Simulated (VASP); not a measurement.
# Ta (Im-3m) in VASP: a series of runs

Runs on Ta. Level: revPBE+D3(BJ). Tasks: relaxation of cell and atoms, electrostatic potential.

Program: VASP 6.6.1. These are calculated values, not measurements. Logs are shortened: lines on timing, memory, paths and dates and some standing lists are left out, and cuts for length are marked.

## Step 1: The structure

The structure is cubic, space group Im-3m (No. 229). Conventional cell: a = 3.280 Å, b = 3.280 Å, c = 3.280 Å, α = 90.00°, β = 90.00°, γ = 90.00°. Around Ta (site symmetry m-3m) lie 8 Ta at 2.84 Å.

The cell was built by a generator and needn't be a form met in nature.

## Step 2: Relaxation of cell and atoms, revPBE+D3(BJ)

The input, INCAR:

```
SYSTEM = Ta
ALGO     = Fast           ! electronic algorithm
EDIFF    = 1E-6           ! SCF threshold, eV
EDIFFG   = -0.005         ! ionic threshold
ENCUT    = 600            ! plane-wave cutoff, eV
GGA      = RE             ! functional
IBRION   = 2              ! ionic algorithm
ISIF     = 3              ! what is computed and relaxed
ISMEAR   = 1              ! smearing method
IVDW     = 12             ! dispersion correction
LASPH    = .TRUE.         ! aspherical terms in the spheres
LCHARG   = .FALSE.        ! write CHGCAR
LREAL    = .FALSE.        ! projectors in reciprocal space
LWAVE    = .FALSE.        ! write WAVECAR
NELM     = 120            ! most SCF steps
NSW      = 40             ! ionic steps
PREC     = Accurate       ! precision mode
SIGMA    = 0.1            ! smearing width, eV
```

The input, KPOINTS:

```
k-points
0
G
  18 18 18
  0 0 0
```

The input, POSCAR:

```
Ta
1.0
   -1.6400000000      1.6400000000      1.6400000000
    1.6400000000     -1.6400000000      1.6400000000
    1.6400000000      1.6400000000     -1.6400000000
Ta
1
Direct
    0.0000000000      0.0000000000      0.0000000000
```

Potentials or basis: VASP PAW PBE potentials, release 64 (Ta_pv).

Started as:

```console
> cat potpaw_PBE.64/Ta_pv/POTCAR > POTCAR
> mpirun -np 1 vasp_std > vasp.out
```

OUTCAR:

```text
SYSTEM = Ta
   EDIFF = 1E-6
   EDIFFG = -0.005
   ENCUT = 600
   GGA = RE
   IBRION = 2
   ISIF = 3
   ISMEAR = 1
   IVDW = 12
   LASPH = .TRUE.
   LREAL = .FALSE.
   NELM = 120
   NSW = 40
   PREC = Accurate
 IVDW          = 12

 ion  position               nearest neighbor table
   1  0.000  0.000  0.000-

  LATTYP: Found a body centered cubic cell.
 ALAT       =     3.2800000000

  Lattice vectors:

 A1 = (  -1.6400000000,   1.6400000000,   1.6400000000)
 A2 = (   1.6400000000,  -1.6400000000,   1.6400000000)
 A3 = (   1.6400000000,   1.6400000000,  -1.6400000000)

Analysis of symmetry for initial positions (statically):
=====================================================================
 Subroutine PRICEL returns:
 Original cell was already a primitive cell.

 Routine SETGRP: Setting up the symmetry group for a
 body centered cubic supercell.

 Subroutine GETGRP returns: Found 48 space group operations
 (whereof 48 operations were pure point group operations)
 out of a pool of 48 trial point group operations.

The static configuration has the point symmetry O_h .

Analysis of symmetry for dynamics (positions and initial velocities):
=====================================================================
 Subroutine PRICEL returns:
 Original cell was already a primitive cell.

 Routine SETGRP: Setting up the symmetry group for a
 body centered cubic supercell.

 Subroutine GETGRP returns: Found 48 space group operations
 (whereof 48 operations were pure point group operations)
 out of a pool of 48 trial point group operations.

The dynamic configuration has the point symmetry O_h .

 Subroutine INISYM returns: Found 48 space group operations
 (whereof 48 operations are pure point group operations),
 and found     1 'primitive' translations

----------------------------------------------------------------------------------------

                                     Primitive cell

  volume of cell :      17.6438

  direct lattice vectors                    reciprocal lattice vectors
    -1.640000000  1.640000000  1.640000000     0.000000000  0.304878049  0.304878049
     1.640000000 -1.640000000  1.640000000     0.304878049  0.000000000  0.304878049
     1.640000000  1.640000000 -1.640000000     0.304878049  0.304878049  0.000000000

  length of vectors
     2.840563324  2.840563324  2.840563324     0.431162671  0.431162671  0.431162671

  position of ions in fractional coordinates (direct lattice)
     0.000000000  0.000000000  0.000000000

  ion indices of the primitive-cell ions
   primitive index   ion index
                 1           1

----------------------------------------------------------------------------------------

 KPOINTS: k-points

Automatic generation of k-mesh.
 Grid dimensions read from file:
 generate k-points for:   18   18   18

 Generating k-lattice:

  Cartesian coordinates                     Fractional coordinates (reciprocal lattice)
     0.000000000  0.016937669  0.016937669     0.055555556  0.000000000  0.000000000
     0.016937669  0.000000000  0.016937669     0.000000000  0.055555556  0.000000000
     0.016937669  0.016937669  0.000000000     0.000000000  0.000000000  0.055555556

  Length of vectors
     0.023953482  0.023953482  0.023953482

  Shift w.r.t. Gamma in fractional coordinates (k-lattice)
     0.000000000  0.000000000  0.000000000

 Subroutine IBZKPT returns following result:
 ===========================================

 Found    195 irreducible k-points:

 Following reciprocal coordinates:
            Coordinates               Weight
  0.000000  0.000000  0.000000      1.000000
  0.055556  0.000000  0.000000     12.000000
  0.111111  0.000000  0.000000     12.000000
  0.166667  0.000000  0.000000     12.000000
  0.222222  0.000000  0.000000     12.000000
  0.277778  0.000000  0.000000     12.000000
[... 16 lines left out ...]
  0.333333  0.111111  0.000000     48.000000
  0.388889  0.111111 -0.000000     48.000000
 [... further k-points ...]
   k-points           NKPTS =    195   k-points in BZ     NKDIM =    195   number of bands    NBANDS=      9
   number of dos      NEDOS =    301   number of ions     NIONS =      1
   total plane-waves  NPLWV =  13824
   dimension x,y,z NGX =    24 NGY =   24 NGZ =   24
   dimension x,y,z NGXF=    48 NGYF=   48 NGZF=   48
   ions per type =               1
   NGX,Y,Z   is equivalent  to a cutoff of  14.05, 14.05, 14.05 a.u.
   NGXF,Y,Z  is equivalent  to a cutoff of  28.09, 28.09, 28.09 a.u.
 SYSTEM =  Ta
   PREC   = accura    normal or accurate (medium, high low for compatibility)
   ISTART =      0    job   : 0-new  1-cont  2-samecut
   ICHARG =      2    charge: 1-file 2-atom 10-const
   ISPIN  =      1    spin polarized calculation?
   LNONCOLLINEAR =      F non collinear calculations
   LSORBIT =      F    spin-orbit coupling
   LASPH  =      T    aspherical Exc in radial PAW
   ENCUT  =  600.0 eV  44.10 Ry    6.64 a.u.   5.67  5.67  5.67*2*pi/ulx,y,z
   NELM   =    120;   NELMIN=  2; NELMDL= -5     # of ELM steps
   EDIFF  = 0.1E-05   stopping-criterion for ELM
   LREAL  =      F    real-space projection
   EDIFFG = -.5E-02   stopping-criterion for IOM
   NSW    =     40    number of steps for IOM
   IBRION =      2    ionic relax: 0-MD 1-quasi-New 2-CG
   NFREE  =      1    steps in history (QN), initial steepest desc. (CG)
   ISIF   =      3    stress and relaxation
   ISYM   =      2    0-nonsym 1-usesym 2-fastsym
   POTIM  = 0.5000    time-step for ionic-motion
   TEBEG  =    0.0;   TEEND  =   0.0 temperature during run
   PSTRESS=    0.0 pullay stress
   NELECT =      11.0000    total number of electrons
   NUPDOWN=      -1.0000    fix difference up-down
   EMIN   =  10.00;   EMAX   =-10.00  energy-range for DOS
   EFERMI =   0.00;   METHOD = LEGACY
   ISMEAR =     1;   SIGMA  =   0.10  broadening in eV -4-tet -1-fermi 0-gaus
   EFERMI_NEDOS =   21; number of points for ismear=-14 and -15
   IALGO  =     68    algorithm
   IMIX   =      4    mixing-type and parameters
     AMIX     =   0.40;   BMIX     =  1.00
     AMIX_MAG =   1.60;   BMIX_MAG =  1.00
  volume/ion in A,a.u.               =      17.64       119.07
  Fermi-wavevector in a.u.,A,eV,Ry     =   1.398541  2.642859 26.611867  1.955917
  Thomas-Fermi vector in A             =   2.521689
   LORBIT       =      0    0 simple, 1 ext, 2 COOP (PROOUT), +10 PAW based schemes
   GGA     = RE    functional components
   LHFCALC =     F    Hartree Fock is set to
   AEXX    =    0.0000 exact exchange contribution
   IVDW    =    12    specifies the selected vdW correction
   LEPSILON=     F    determine dielectric tensor
   LRPA    =     F    only Hartree local field effects (RPA)
 conjugate gradient relaxation of ions
 non-spin polarized calculation
 RMM-DIIS sequential band-by-band and
 Methfessel and Paxton  Order N= 1 SIGMA  =   0.10
  energy-cutoff  :      600.00
  volume of cell :       17.64
 maximum number of plane-waves:       603
   NGX = 11   NGY = 11   NGZ = 11

--------------------------------------- Ionic step        1  -------------------------------------------

 number of electron      11.0000002 magnetization

 Free energy of the ion-electron system (eV)
  ---------------------------------------------------
  ext. energy  EPLUGINS =         0.00000000
  ---------------------------------------------------
  free energy    TOTEN  =       -11.38781177 eV

  energy without entropy =      -11.38766809  energy(sigma->0) =      -11.38776388

------------------------ aborting loop because EDIFF is reached ----------------------------------------

 Edisp (eV)   -1.20166

 E8    (eV) :    -0.9080

  FORCE on cell =-STRESS in cart. coord.  units (eV):
  Direction    XX          YY          ZZ          XY          YZ          ZX
  --------------------------------------------------------------------------------------
  -------------------------------------------------------------------------------------
  Total      -0.13418    -0.13418    -0.13418    -0.00000    -0.00000    -0.00000
  in kB     -12.18483   -12.18483   -12.18483    -0.00000    -0.00000    -0.00000
  external pressure =      -12.18 kB  Pullay stress =        0.00 kB
[... 59 lines left out ...]
  energy  without entropy=      -12.5874985405  energy(sigma->0) =      -12.58768227

--------------------------------------- Ionic step        3  -------------------------------------------

 number of electron      11.0000002 magnetization

 Free energy of the ion-electron system (eV)
  ---------------------------------------------------
  ext. energy  EPLUGINS =         0.00000000
  ---------------------------------------------------
  free energy    TOTEN  =       -11.38060620 eV

  energy without entropy =      -11.38039637  energy(sigma->0) =      -11.38053626

 E-fermi :   5.7917     XC(G=0): -12.7173

 val. band max:        5.7857542564   @ k =  -0.2778   0.3889   0.1111
 cond. band min:       5.7924377066   @ k =   0.3333   0.0000   0.0000
 fundamental gap:      0.0066834501
 Fermi energy:         5.7916695493

 k-point     1 :       0.0000    0.0000    0.0000
  band No.  band energies     occupation
      1     -27.2112      2.00000
      2     -27.2112      2.00000
      3     -27.2112      2.00000
      4      -2.2485      2.00000
      5       6.5184     -0.00000
      6       6.5184     -0.00000
      7       6.5184     -0.00000
      8       9.8900      0.00000
      9       9.8900      0.00000
[... 265 lines left out ...]
 k-point    24 :       0.3889    0.1111   -0.0000
  band No.  band energies     occupation
      1     -28.4093      2.00000
      2     -27.6571      2.00000
      3     -27.2762      2.00000
      4       1.6889      2.00000
      5       4.2854      2.00000
      6       6.4896     -0.00000
      7       9.6475      0.00000
      8      10.9956      0.00000
      9      13.9334      0.00000

 [... further k-points ...]

------------------------ aborting loop because EDIFF is reached ----------------------------------------

 Edisp (eV)   -1.20926

 E8    (eV) :    -0.9138

  FORCE on cell =-STRESS in cart. coord.  units (eV):
  Direction    XX          YY          ZZ          XY          YZ          ZX
  --------------------------------------------------------------------------------------
  -------------------------------------------------------------------------------------
  Total      -0.00278    -0.00278    -0.00278     0.00000     0.00000     0.00000
  in kB      -0.25375    -0.25375    -0.25375     0.00000     0.00000     0.00000
  external pressure =       -0.25 kB  Pullay stress =        0.00 kB
[... 16 lines left out ...]
  FREE ENERGIE OF THE ION-ELECTRON SYSTEM (eV)
  ---------------------------------------------------
  free  energy   TOTEN  =       -12.5898704219 eV

  energy  without entropy=      -12.5896605903  energy(sigma->0) =      -12.58980048

 reached required accuracy - stopping structural energy minimisation
```

It took 22 s on 1 thread of Intel Xeon 6975P-C (Granite Rapids), shared host; peak memory 0.18 GiB.

Results:

- Free energy: -12.5899 eV
- Relaxed volume: 17.54 Å³/atom
- Relaxed cell: a = 2.835 Å, b = 2.835 Å, c = 2.835 Å, α = 109.47°, β = 109.47°, γ = 109.47°
- Space group after relaxing (to 0.05 Å): Im-3m (No. 229)
- Energy gained by relaxing: 0.4 meV/atom
- Ionic steps: 3
- Pressure after relaxing: 0.0 GPa
- Band gap on the k mesh: none (metal or under the smearing width)
- Dispersion energy per atom: -1.209 eV

Step by step:
```tsv
step	energy change (eV)	largest force (eV/Å)	pressure (GPa)	volume (Å³)
1	0.0000	0.0000	-1.22	17.64
2	0.0017	0.0000	3.01	17.30
3	-0.0004	0.0000	-0.03	17.54
```

Final structure:
```cif
data_structure
_symmetry_space_group_name_H-M 'P 1'
_symmetry_Int_Tables_number 1
_cell_length_a 2.8348
_cell_length_b 2.8348
_cell_length_c 2.8348
_cell_angle_alpha 109.471
_cell_angle_beta 109.471
_cell_angle_gamma 109.471
_cell_volume 17.54
loop_
_atom_site_label
_atom_site_type_symbol
_atom_site_fract_x
_atom_site_fract_y
_atom_site_fract_z
_atom_site_occupancy
Ta1 Ta 0.00000 0.00000 0.00000 1
```

Levels at points of the mesh, in eV from the Fermi level:
| k point | band 3 | band 4 | band 5 | band 6 | band 7 | band 8 |
| --- | --- | --- | --- | --- | --- | --- |
| (0.00, 0.00, 0.00) | -33.00 | -8.04 | 0.73 | 0.73 | 0.73 | 4.10 |
| (0.50, 0.00, 0.00) | -33.01 | -4.51 | -1.63 | 1.67 | 4.00 | 5.06 |
| (0.50, 0.50, 0.50) | -33.89 | -3.98 | -3.98 | 7.05 | 7.05 | 7.05 |

Caveat: the PAW data sets were made with another functional, which shifts forces and pressure a little; pairwise dispersion overbinds metals, which lowers pressure and volume.

## Step 3: Electrostatic potential, revPBE+D3(BJ)

This run uses another cell than the first one, of 17.54 Å³/atom, 0.994 times its volume.

The input, INCAR:

```
SYSTEM = Ta
PREC = Accurate
ENCUT = 520
EDIFF = 1E-6
ISMEAR = 1
SIGMA = 0.1
LREAL = .FALSE.
LASPH = .TRUE.
NELM = 60
ALGO = Fast
ISIF = 2
LWAVE = .FALSE.
LCHARG = .TRUE.
GGA = RE
IVDW = 12
LVHAR = .TRUE.
```

The input, KPOINTS:

```
Automatic mesh
0
G
  18 18 18
  0 0 0
```

The input, POSCAR:

```
Ta                                      
1.0
   -1.6366571508      1.6366571508      1.6366571508
    1.6366571508     -1.6366571508      1.6366571508
    1.6366571508      1.6366571508     -1.6366571508
  Ta            
     1
Direct
     0.0000000000000000    0.0000000000000000    0.0000000000000000
```

Potentials or basis: VASP PAW PBE potentials, release 64 (Ta_pv).

Started as:

```console
> cat potpaw_PBE.64/Ta_pv/POTCAR > POTCAR
> mpirun -np 1 vasp_std > vasp.out
```

Wall time 11 s (1 thread of Intel Xeon 6975P-C (Granite Rapids), shared host); peak memory 0.17 GiB.

The run converged. Its results:

* Free energy: -12.5894 eV
* Pressure: 0.0 GPa
* Band gap on the k mesh: none (metal or under the smearing width)
* Dispersion energy per atom: -1.209 eV

Levels at points of the mesh, in eV from the Fermi level:
```csv
k point,band 2,band 3,band 4,band 5,band 6,band 7,band 8,band 9
"(0.00, 0.00, 0.00)",-33.00,-33.00,-8.04,0.73,0.73,0.73,4.10,4.10
"(0.50, 0.00, 0.00)",-33.41,-33.01,-4.51,-1.63,1.67,4.00,5.06,8.05
"(0.50, 0.50, 0.50)",-33.89,-33.89,-3.98,-3.98,7.04,7.04,7.04,8.87
```

Caveat: the PAW data sets were made with another functional, which shifts forces and pressure a little; pairwise dispersion overbinds metals, which lowers pressure and volume. The run has no spin-orbit coupling, so splittings on Ta are missing.
